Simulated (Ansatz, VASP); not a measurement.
**SiO2 (Stishovite): VASP beside Ansatz**

```xyz
6
Lattice="4.1912 0.0000 0.0000 0.0000 4.1912 0.0000 0.0000 0.0000 2.6741" Properties=species:S:1:pos:R:3 pbc="T T T"
Si    0.0000    0.0000    0.0000
Si    2.0956    2.0956    1.3370
O     1.2821    1.2821    0.0000
O     0.8135    3.3777    1.3370
O     2.9091    2.9091    0.0000
O     3.3777    0.8135    1.3370
```

Alike in both runs: task single point; functional PBEsol; k mesh 4 × 4 × 6; no spin polarisation.

|  | VASP | Ansatz |
| --- | --- | --- |
| version | VASP 6.6.1 | Ansatz 0.2.0 |
| potentials or method | VASP PAW PBE potentials, release 64 (Si, O) | plane waves, PAW |
| plane-wave cutoff (eV) | 520 | 500 |
| occupations | gaussian, width 0.01 eV | fixed |
| valence electrons in the cell | 32 | 32 |

|  | VASP | Ansatz | Ansatz less VASP |
| --- | --- | --- | --- |
| pressure (GPa) | 1.7 | 1.0 | -0.67 |
| largest component of the traceless stress (GPa) | 1.11 | 0.50 | -0.606 |

Caveats: the PAW data sets were made with another functional, which shifts forces and pressure a little (VASP).
